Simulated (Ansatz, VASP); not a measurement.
# Cross-check of ZnSnSb2 (alpha-NaFeO2 type (invented)) between VASP and Ansatz, part 2 of 2

Wanted: the spread between two codes on one cell, functional and k mesh. The cell is generated by rule, not measured, and may not be a known phase. The cell is taken from a series of runs on this material, whose earlier steps may have relaxed, scaled, displaced or heated it; both programs get it as it stands.

VASP 6.6.1 and Ansatz 0.2.0.

So far: The starting structure; Ansatz: relaxation of cell and atoms, PBE; VASP: relaxation of cell and atoms, PBE.

## (3) VASP: relaxation of cell and atoms, PBE (continued)

Level of this step: PBE; plane waves and PAW (Zn, Sn_d, Sb); invented cell (VASP).

Numbers of over 12 decimals in the logs are rounded to 6 here.

OUTCAR, selected parts (step 3):

```text
ion  position               nearest neighbor table
   1  0.000  0.000  0.000-   4 2.87   3 2.87   4 2.87   4 2.87   3 2.87   3 2.87
   2  0.500  0.500  0.500-   3 3.09   4 3.09   3 3.09   3 3.09   4 3.09   4 3.09
   3  0.259  0.259  0.259-   1 2.87   1 2.87   1 2.87   2 3.09   2 3.09   2 3.09
   4  0.741  0.741  0.741-   1 2.87   1 2.87   1 2.87   2 3.09   2 3.09   2 3.09

  LATTYP: Found a trigonal (rhomboedric) cell.
 ALAT       =     7.3932954492
 COS(alpha) =     0.8408038677

 Subroutine GETGRP returns: Found 12 space group operations
 (whereof 12 operations were pure point group operations)

The static configuration has the point symmetry D_3d.

 Found    189 irreducible k-points:

   k-points           NKPTS =    189   k-points in BZ     NKDIM =    189   number of bands    NBANDS=     24

   dimension x,y,z NGX =    54 NGY =   54 NGZ =   54
   dimension x,y,z NGXF=   108 NGYF=  108 NGZF=  108

   ENCUT  =  500.0 eV  36.75 Ry    6.06 a.u.  13.48 13.48 13.48*2*pi/ulx,y,z

   NELECT =      36.0000    total number of electrons

 k-points in reciprocal lattice and weights: Automatic mesh
   0.00000000  0.00000000  0.00000000       0.001
   0.08333333 -0.00000000 -0.00000000       0.003
   0.16666667  0.00000000  0.00000000       0.003
   0.25000000 -0.00000000  0.00000000       0.003
   0.33333333  0.00000000  0.00000000       0.003
   0.41666667  0.00000000 -0.00000000       0.003
   0.50000000 -0.00000000  0.00000000       0.002
   0.08333333  0.08333333 -0.00000000       0.003
   0.16666667  0.08333333  0.00000000       0.007
[...]
-0.41666667  0.50000000  0.41666667       0.003
   0.50000000  0.50000000  0.50000000       0.001

 average (electrostatic) potential at core
       1 -33.3635       2-100.7380       3 -86.3678       4 -86.3678

 E-fermi :   6.2700

 k-point     1 :       0.0000    0.0000    0.0000
  band No.  band energies     occupation
    ...
     13      -0.5184      2.00000
     14       5.9197      2.00000
     15       6.2389      1.33989
     16       6.2389      1.33989
     17       6.2573      1.14231
     18       6.6446      0.00000
     19       6.6446      0.00000
     20       8.3043      0.00000
     21       8.3043      0.00000
     22       8.7634      0.00000
    ...

 k-point     2 :       0.0833   -0.0000   -0.0000
  band No.  band energies     occupation
    ...
     12      -0.8320      2.00000
     13      -0.4911      2.00000
     14       4.9032      2.00000
     15       5.5980      2.00000
     16       6.1213      1.96457
     17       6.3503      0.25617
     18       6.4093      0.04889
     19       7.1743      0.00000
     20       7.9798      0.00000
     21       8.6866      0.00000
    ...

 k-point     3 :       0.1667    0.0000    0.0000
  band No.  band energies     occupation
    ...
     14       3.8086      2.00000
     15       4.2767      2.00000
     16       5.8120      2.00000
     17       5.8538      2.00000
     18       6.1818      1.78771
     19       7.0912      0.00000
     20       8.6187      0.00000
     21       9.4277      0.00000
     22       9.6268      0.00000
     23      10.4506      0.00000
    ...

  Total       -0.0060523     -0.0060523     -0.0114746      0.0000000      0.0000000      0.0000000
  in kB       -0.0925578     -0.0925578     -0.1754811      0.0000000      0.0000000      0.0000000
  external PRESSURE =      -0.1201989 kB  Pullay stress =       0.0000000 kB

  energy-cutoff  :      500.00
  volume of cell :      104.77
      direct lattice vectors                 reciprocal lattice vectors
     2.111951241  1.219335224  6.780479330     0.236747890  0.136686502  0.049160733
    -2.111951241  1.219335224  6.780479330    -0.236747890  0.136686502  0.049160733
     0.000000000 -2.438670447  6.780479330     0.000000000 -0.273373004  0.049160733

 POSITION                                       TOTAL-FORCE (eV/Angst)
 -----------------------------------------------------------------------------------
      0.00000     -0.00000      0.00000         0.000000      0.000000      0.000000
      0.00000      0.00000     10.17072         0.000000      0.000000      0.000000
      0.00000      0.00000      5.28657         0.000000     -0.000000     -0.004586
      0.00000      0.00000     15.05487         0.000000      0.000000      0.004586
 -----------------------------------------------------------------------------------
    total drift:                               -0.000000     -0.000000      0.000000

  FREE ENERGIE OF THE ION-ELECTRON SYSTEM (eV)
  ---------------------------------------------------
  free  energy   TOTEN  =       -12.9842169054 eV

  energy  without entropy=      -12.9725096646  energy(sigma->0) =      -12.97836328

 reached required accuracy - stopping structural energy minimisation

 total charge
# of ion       s       p       d       tot
------------------------------------------
    1        0.598   0.369   9.730  10.697
    2        1.246   0.943   9.980  12.169
    3        1.193   1.173   0.030   2.396
    4        1.193   1.173   0.030   2.396
--------------------------------------------------
tot          4.231   3.657  19.769  27.657

[... 3 further parts left out ...]
```

CONTCAR:

```
ZnSnSb2
   1.00000000000000
     2.1119512406690033    1.2193352236334758    6.7804793297913335
    -2.1119512406690033    1.2193352236334758    6.7804793297913335
     0.0000000000000000   -2.4386704472669516    6.7804793297913335
  Zn              Sn              Sb
     1     1     2
Direct
     0.0000000000000000    0.0000000000000000    0.0000000000000000
     0.5000000000000000    0.5000000000000000    0.5000000000000000
     0.2598914931762206    0.2598914931762206    0.2598914931762206
     0.7401085067237776    0.7401085067237776    0.7401085067237776
```

## (4) Side by side

Known differences besides the potentials themselves: the data sets hold 56 valence electrons in Ansatz (on its default PAW (the set named soft_2) files) and 36 in VASP; the cutoff is 420 eV in Ansatz and 500 eV in VASP; Ansatz adds a Pulay correction to the stress that steers its cell, VASP none. Total energies have different zeros and are not compared.

The two programs side by side:

| quantity | Ansatz | VASP | difference |
| --- | --- | --- | --- |
| volume (Å³) | 104.75 | 104.77 | -0.01 % |
| edge a after relaxation, in the typed setting (Å) | 7.205 | 7.206 | -0.01 % |

## (5) Summary of results

| Quantity | Value |
| --- | --- |
| difference in volume (relaxation of cell and atoms, PBE) | -0.013 % |

What this shows: The difference in volume is -0.013 % (relaxation of cell and atoms, PBE), within the 1.2 % picked in this series as the mark of a large difference, as far as the stopping tolerances let one tell. The data sets hold unlike numbers of valence electrons (56 in Ansatz and 36 in VASP), so part of the differences comes from the potentials. 1 further run of this series is not shown here. How closely two codes agree says nothing of how well the functional describes the real material.

[Lines on the potential files, build, host, timing and source positions are cut from VASP's logs without a mark.]

[Logs are printed without paths, hosts, clocks, repeated set-up lines and the standing remarks that a program may print on its own settings, such as how far it seeks lower states.]

[Hosts, paths, dates, database ids (printed as entryN), source tags and the programs' standing remarks are cut or masked in the printed files.]
